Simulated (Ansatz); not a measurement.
## Si in place of C at several sites of C(111) slab, H on both faces (96 atoms)

Aim: make Si in place of C at several sites of C(111) slab, H on both faces (96 atoms), relax each, and compare their energies.

Calculated with Ansatz 0.2.0; Kohn-Sham DFT, PBE+D4, PAW (set soft_2), plane waves.

### 1. Set-up

The cell holds 96 atoms: 64 C and 32 H. Its edges and angles: a = 10.089 Å, b = 10.089 Å, c = 16.754 Å, α = 90.0°, β = 90.0°, γ = 120.0°. It derives from C (diamond-structure). Diamond-structure C (a = 3.567 Å), (111) slab of 4 atomic planes, 4 x 4 surface cells, H on the broken bonds of both faces, 12 Å of vacuum; displaced by a Gaussian of 0.02 Å. Regions: slab, 64 atoms (64 C); hydrogen, 32 atoms (32 H). Vacuum lies along c.

What the set-up can't give: The Brillouin zone is sampled at Γ only, in a cell whose shortest periodic width is 9 Å.

### 2. Single point at the start

A single point comes first, to see the forces before anything moves.

input.yaml reads:

```yaml
crystal:
  lattice:
    - [10.089, 0.0, 0.0]
    - [-5.0445, 8.73733, 0.0]
    - [0.0, 0.0, 16.75426]
  atoms:
    - { symbol: C, position: [0.33221, 0.91715, 0.45516] }
    - { symbol: C, position: [0.25004, 0.00018, 0.42502] }
    - { symbol: C, position: [0.16243, 0.82963, 0.5766] }
    - { symbol: C, position: [0.33217, 0.91389, 0.54781] }
    - { symbol: C, position: [0.33679, 0.66806, 0.45351] }
    - { symbol: C, position: [0.25037, 0.75175, 0.42335] }
    - { symbol: C, position: [0.16638, 0.58459, 0.57894] }
    - { symbol: C, position: [0.32997, 0.66677, 0.54549] }
    - { symbol: C, position: [0.58177, 0.91706, 0.45109] }
    - { symbol: C, position: [0.49489, 0.99804, 0.42376] }
    - { symbol: C, position: [0.41959, 0.83567, 0.57771] }
    - { symbol: C, position: [0.58906, 0.91824, 0.5462] }
    - { symbol: C, position: [0.33094, 0.41461, 0.45441] }
    - { symbol: C, position: [0.24849, 0.50022, 0.42253] }
    - { symbol: C, position: [0.16567, 0.33236, 0.57605] }
    - { symbol: C, position: [0.33795, 0.41859, 0.54695] }
    - { symbol: C, position: [0.5822, 0.66653, 0.4559] }
    - { symbol: C, position: [0.50298, 0.75051, 0.42434] }
    - { symbol: C, position: [0.41924, 0.58609, 0.57603] }
    - { symbol: C, position: [0.58397, 0.6653, 0.54638] }
    - { symbol: C, position: [0.83493, 0.92332, 0.45277] }
    - { symbol: C, position: [0.75117, 0.00275, 0.42407] }
    - { symbol: C, position: [0.66856, 0.8333, 0.57681] }
    - { symbol: C, position: [0.83574, 0.91718, 0.5453] }
    - { symbol: C, position: [0.3281, 0.16706, 0.45302] }
    - { symbol: C, position: [0.24989, 0.24873, 0.42069] }
    - { symbol: C, position: [0.1661, 0.08063, 0.57519] }
    - { symbol: C, position: [0.33543, 0.16674, 0.54645] }
    - { symbol: C, position: [0.58467, 0.41706, 0.45341] }
    - { symbol: C, position: [0.49922, 0.50352, 0.42386] }
    - { symbol: C, position: [0.417, 0.33271, 0.57818] }
    - { symbol: C, position: [0.58088, 0.41749, 0.54654] }
    - { symbol: C, position: [0.83285, 0.66558, 0.45386] }
    - { symbol: C, position: [0.75235, 0.75233, 0.42315] }
    - { symbol: C, position: [0.66802, 0.58218, 0.57914] }
    - { symbol: C, position: [0.8304, 0.66258, 0.54717] }
    - { symbol: C, position: [0.08036, 0.91755, 0.45252] }
    - { symbol: C, position: [0.00019, 0.00109, 0.42205] }
    - { symbol: C, position: [0.91618, 0.83245, 0.57714] }
    - { symbol: C, position: [0.08157, 0.91555, 0.5457] }
    - { symbol: C, position: [0.58446, 0.16896, 0.45402] }
    - { symbol: C, position: [0.50481, 0.25243, 0.42342] }
    - { symbol: C, position: [0.42041, 0.08766, 0.57797] }
    - { symbol: C, position: [0.58328, 0.16685, 0.54663] }
    - { symbol: C, position: [0.83598, 0.41899, 0.45534] }
    - { symbol: C, position: [0.7478, 0.49905, 0.42549] }
    - { symbol: C, position: [0.66424, 0.33187, 0.57762] }
    - { symbol: C, position: [0.83654, 0.41598, 0.54887] }
    - { symbol: C, position: [0.08323, 0.66845, 0.45411] }
    - { symbol: C, position: [0.00135, 0.75035, 0.42097] }
    - { symbol: C, position: [0.92114, 0.58505, 0.5778] }
    - { symbol: C, position: [0.08432, 0.66486, 0.54707] }
    - { symbol: C, position: [0.84107, 0.17059, 0.45527] }
    - { symbol: C, position: [0.75172, 0.25121, 0.42277] }
    - { symbol: C, position: [0.66733, 0.0845, 0.57614] }
    - { symbol: C, position: [0.83281, 0.16898, 0.54681] }
    - { symbol: C, position: [0.08579, 0.42021, 0.45155] }
    - { symbol: C, position: [0.00359, 0.50127, 0.42249] }
    - { symbol: C, position: [0.91949, 0.33764, 0.57671] }
    - { symbol: C, position: [0.08236, 0.41293, 0.54538] }
    - { symbol: C, position: [0.0817, 0.16778, 0.45556] }
    - { symbol: C, position: [0.00246, 0.2509, 0.42327] }
    - { symbol: C, position: [0.92027, 0.08299, 0.57649] }
    - { symbol: C, position: [0.08247, 0.16568, 0.54794] }
    - { symbol: H, position: [0.25195, 0.00178, 0.35786] }
    - { symbol: H, position: [0.16755, 0.83035, 0.64194] }
    - { symbol: H, position: [0.25299, 0.74994, 0.35773] }
    - { symbol: H, position: [0.16288, 0.58119, 0.64234] }
    - { symbol: H, position: [0.50244, 0.99922, 0.35811] }
    - { symbol: H, position: [0.41364, 0.83365, 0.64185] }
    - { symbol: H, position: [0.24987, 0.49988, 0.35861] }
    - { symbol: H, position: [0.16709, 0.33201, 0.64267] }
    - { symbol: H, position: [0.50471, 0.75056, 0.35603] }
    - { symbol: H, position: [0.41529, 0.58538, 0.64183] }
    - { symbol: H, position: [0.75479, 0.00091, 0.35711] }
    - { symbol: H, position: [0.6669, 0.83482, 0.63988] }
    - { symbol: H, position: [0.25055, 0.25024, 0.35745] }
    - { symbol: H, position: [0.16343, 0.0828, 0.64198] }
    [... 12 atom lines left out ...]
    - { symbol: H, position: [0.74699, 0.25123, 0.35952] }
    - { symbol: H, position: [0.66689, 0.08285, 0.64103] }
    - { symbol: H, position: [0.00027, 0.5007, 0.35801] }
    - { symbol: H, position: [0.9152, 0.33232, 0.64242] }
    - { symbol: H, position: [0.99945, 0.24844, 0.35814] }
    - { symbol: H, position: [0.91873, 0.08309, 0.64216] }
kpoints:
  mp_grid: { grid: [1, 1, 1] }
hamiltonian:
  xc: pbe
  dispersion: d4
scf:
  occupations: { method: fixed }
output:
  forces: true
```

Run with:

```sh
> ansatz run input.yaml --threads 4 --pin off --max-ram 8192MiB --backend cpu --events-out ev --progress --plain --runs-dir out
```

Numbers of over 12 decimals in the logs are rounded to 6 here.

Output:

```text
[...]
Pseudopotentials: kind: paw
Pseudopotential: C, paw, valence charge 4, recommended cutoff 420 eV (normal), C.paw.azcp
Pseudopotential: H, paw, valence charge 1, recommended cutoff 420 eV (normal), H.paw.azcp
[... 5 lines on functional and potentials left out ...]
Crystal: 96 atoms, lattice volume = 1476.903 Å³
Basis set: ecut = 420 eV, 28867 PW (Γ), exchange–correlation on 144×144×240 points (8 copies of the dense FFT grid, shifted against one another)
Bands: 240, of which v1, the nominal top of the filled ones, is band 144 counted from 1 (143 counted from 0)
Symmetry: 1 space group operations
Space group: P1 (ITA 1), of the structure as read, at distance tolerance 1.1e-4 Å
k-points: 1
[... 5 lines on functional and potentials left out ...]
Initial density: superposition of atomic densities (neutral atoms: chi_scale 0, normalization atom), corrected by the library's trained network
Initial wavefunctions: pseudopotential atomic-orbital guess
[...]
SCF iter   1: F=—  HF=-16576.546614 eV  |F-HF|=—  |Δ(HF+E_count)|=         —  Δρ=3.31e-3  dr2=3.25e-1  ethr=1.77e-3  ⟨swp⟩=10.0  Hψ=1061  notcnv=0  defer=94
preconditioner: auto → Resta (q_TF=auto, 2.078 Å⁻¹)  ε∞=2.0  [insulator: Δε(μ)=2.928 eV  Ē_g=16.323 eV  n_scr=232 (ndim 8)  ℏωp=16.4 eV  f_vac=0.585  ε∞_Penn≈2.0  vacuum switching on, ρ_ref=1.9e-2 e/Å³]
SCF iter   2: F=—  HF=-16576.514333 eV  |F-HF|=—  |Δ(HF+E_count)|=   3.23e-2  Δρ=2.21e-3  dr2=5.89e-2  ethr=1.13e-4  ⟨swp⟩=5.0  Hψ=336  notcnv=0  defer=94
SCF iter   3: F=—  HF=-16576.521511 eV  |F-HF|=—  |Δ(HF+E_count)|=   7.18e-3  Δρ=6.18e-4  dr2=9.94e-3  ethr=2.04e-5  ⟨swp⟩=4.0  Hψ=270  notcnv=0  defer=38
automatic band count: iteration 3 solves 184 bands in place of 240: the levels show a gap, and the empty bands left out lie too high to hold charge; the band table lists the bands solved (type scf.n_extra_bands for more)
SCF iter   4: F=—  HF=-16576.521751 eV  |F-HF|=—  |Δ(HF+E_count)|=   2.40e-4  Δρ=1.68e-4  dr2=2.97e-4  ethr=3.45e-6  ⟨swp⟩=8.0  Hψ=307  notcnv=0  defer=38
SCF iter   5: F=—  HF=-16576.521822 eV  |F-HF|=—  |Δ(HF+E_count)|=   7.02e-5  Δρ=5.83e-5  dr2=2.94e-5  ethr=1.03e-7  ⟨swp⟩=4.0  Hψ=300  notcnv=0  defer=38
SCF iter   6: F=—  HF=-16576.521819 eV  |F-HF|=—  |Δ(HF+E_count)|=   3.05e-6  Δρ=9.68e-6  dr2=1.29e-6  ethr=1.02e-8  ⟨swp⟩=6.0  Hψ=303  notcnv=0  defer=38
SCF iter   7: F=—  HF=-16576.521819 eV  |F-HF|=—  |Δ(HF+E_count)|=   8.22e-7  Δρ=3.36e-6  dr2=2.12e-7  ethr=4.48e-10  ⟨swp⟩=2.0  Hψ=296  notcnv=0  defer=38
SCF iter   8: F=-16576.521819 eV  HF=-16576.521819 eV  |F-HF|=8.87e-9  |Δ(HF+E_count)|=   2.98e-8  Δρ=7.84e-7  dr2=6.12e-9  ethr=3.47e-11  ⟨swp⟩=4.0  Hψ=612  notcnv=0
SCF 1 converged in 8 iterations: F = -16576.521819 eV  dr2 = 6.12e-9
[...]
SCF converged after 8 iterations
Free energy (F): -16576.521819 eV
Harris-Foulkes:  -16576.521819 eV  (|F-HF|=8.87e-9)
Internal energy: -16576.521819 eV  (E = F + TS)
E sigma→0 (E₀):  -16576.521819 eV
Fermi energy:    0.727169 eV
--- Per-component energies (eV) ---
[...]
Σ components = -16576.521819   (vs F -16576.521819, Δ=0.00e0)
--- Forces (eV/Å), atoms counted from 1 ---
  atom   1  C      0.01681720    -0.28215098    -0.76820790
  atom   2  C     -0.80795012     0.21510330    -0.19506370
  atom   3  C      1.14430220     0.97255676    -0.96592759
  atom   4  C     -0.10478990     1.39407655     0.28609830
[...]
atom  96  H      0.01390500    -0.07825798     0.21022938
  max |Σ_I F_I| component: 4.49e-5 eV/Å
```

Run time: 9.3 s. Hardware: 4 threads of Arm Neoverse V1, shared host; peak memory 1.3 GiB; 34 s of CPU time.

The r.m.s. force at the start is 1.0 eV/Å.

### 3. Relaxation

With the cell held, the atoms are moved downhill towards a nearby minimum.

input.yaml reads:

```yaml
crystal:
  lattice:
    - [10.089, 0.0, 0.0]
    - [-5.0445, 8.73733, 0.0]
    - [0.0, 0.0, 16.75426]
  atoms:
    [... the 96 atom lines of step 2 ...]
kpoints:
  mp_grid: { grid: [1, 1, 1] }
hamiltonian:
  xc: pbe
  dispersion: d4
scf:
  occupations: { method: fixed }
output:
  forces: true
relax:
  f_tol: 0.05
  max_steps: 120
```

Output:

```text
[...]
Crystal: 96 atoms, lattice volume = 1476.903 Å³
Basis set: ecut = 420 eV, 28867 PW (Γ), exchange–correlation on 144×144×240 points (8 copies of the dense FFT grid, shifted against one another)
Bands: 240, of which v1, the nominal top of the filled ones, is band 144 counted from 1 (143 counted from 0)
Symmetry: 1 space group operations
[...]
k-points: 1
[...]
SCF iter   1: F=—  HF=-16576.546593 eV  |F-HF|=—  |Δ(HF+E_count)|=         —  Δρ=3.31e-3  dr2=3.25e-1  ethr=1.77e-3  ⟨swp⟩=10.0  Hψ=1061  notcnv=0  defer=94
[...]
SCF iter   6: F=-16576.521819 eV  HF=-16576.521819 eV  |F-HF|=7.54e-8  |Δ(HF+E_count)|=   5.83e-5  Δρ=9.74e-6  dr2=1.36e-6  ethr=1.06e-8  ⟨swp⟩=3.0  Hψ=607  notcnv=0
SCF 1 converged in 6 iterations: F = -16576.521819 eV  dr2 = 1.36e-6
[...]
relax step   1: F+E_penalty+E_count = -16576.52181871 eV  Δ(F+E_penalty+E_count) = +0.000e0 eV  max|allowed force component| = 4.229e0 eV/Å  Δτ_max = 0.0000 Å  (6 SCF iters, dr2 threshold 6.25e-5 eV, accepted)
[...]
relax step   2: F+E_penalty+E_count = -16578.67414561 eV  Δ(F+E_penalty+E_count) = -2.152e0 eV  max|allowed force component| = 1.013e0 eV/Å  Δτ_max = 0.0807 Å  (5 SCF iters, dr2 threshold 1.00e-4 eV, accepted)
[...]
relax step   3: F+E_penalty+E_count = -16578.97706813 eV  Δ(F+E_penalty+E_count) = -3.029e-1 eV  max|allowed force component| = 2.566e-2 eV/Å  Δτ_max = 0.0334 Å  (4 SCF iters, dr2 threshold 6.42e-5 eV, accepted)
[...]
relax step   4: F+E_penalty+E_count = -16578.97707469 eV  Δ(F+E_penalty+E_count) = -6.555e-6 eV  max|allowed force component| = 2.613e-2 eV/Å  Δτ_max = 0.0000 Å  (4 SCF iters, accepted)
SCF converged after 4 iterations
Free energy (F): -16578.977075 eV
[...]
Internal energy: -16578.977075 eV  (E = F + TS)
E sigma→0 (E₀):  -16578.977075 eV
Fermi energy:    0.322696 eV
[...]
--- Forces (eV/Å), atoms counted from 1 ---
  atom   1  C     -0.00298211     0.00495056     0.00374758
  atom   2  C     -0.01198521    -0.01135677     0.00362726
  atom   3  C      0.00271365    -0.00240192     0.01186607
  atom   4  C     -0.00162253     0.00414783    -0.00180114
  atom   5  C      0.00778232    -0.00418130    -0.01449111
  atom   6  C      0.00866256    -0.00038192    -0.00762439
  atom   7  C     -0.00079154    -0.00976773     0.01283320
  atom   8  C     -0.00000507     0.00187488     0.00799142
  atom   9  C      0.00658301     0.00170419     0.01038783
  atom  10  C      0.00182224     0.01348387     0.00122248
  atom  11  C     -0.00476943    -0.01202625     0.00596040
  atom  12  C     -0.00456616     0.00034204    -0.02612750
  atom  13  C     -0.01023587     0.00383610    -0.00822889
  atom  14  C      0.02156726     0.01492144    -0.00364799
[...]
atom  95  H      0.00115944     0.00235356     0.00190405
  atom  96  H      0.00834659    -0.00002424     0.00087768
  max |Σ_I F_I| component: 4.40e-5 eV/Å
--- Relaxed structure (4 steps of the walk, 4 accepted, 0 SCFs on fresh bases) ---
  F+E_penalty+E_count = -16578.97707469 eV   max|allowed force component| = 2.613e-2 eV/Å
  atoms:
    - { symbol: C, position: [0.333747, 0.916910, 0.453795] }
    - { symbol: C, position: [0.250461, 0.000300968, 0.424989] }
    - { symbol: C, position: [0.167103, 0.833611, 0.575455] }
    - { symbol: C, position: [0.333773, 0.916935, 0.546626] }
[...]
- { symbol: H, position: [0.916680, 0.083563, 0.641568] }
```

It took 27 s on 4 threads; peak memory 1.3 GiB; 1.7 min of CPU time.

The relaxation converged after 4 steps, 2.46 eV below its start, with a largest force component of 0.026 eV/Å.

(Part 1 of 3 ends here.)

[Logs are printed without paths, hosts, clocks, repeated set-up lines and the standing remarks that a program may print on its own settings, such as how far it seeks lower states.]

[Hosts, paths, dates, database ids (printed as entryN), source tags and the programs' standing remarks are cut or masked in the printed files.]
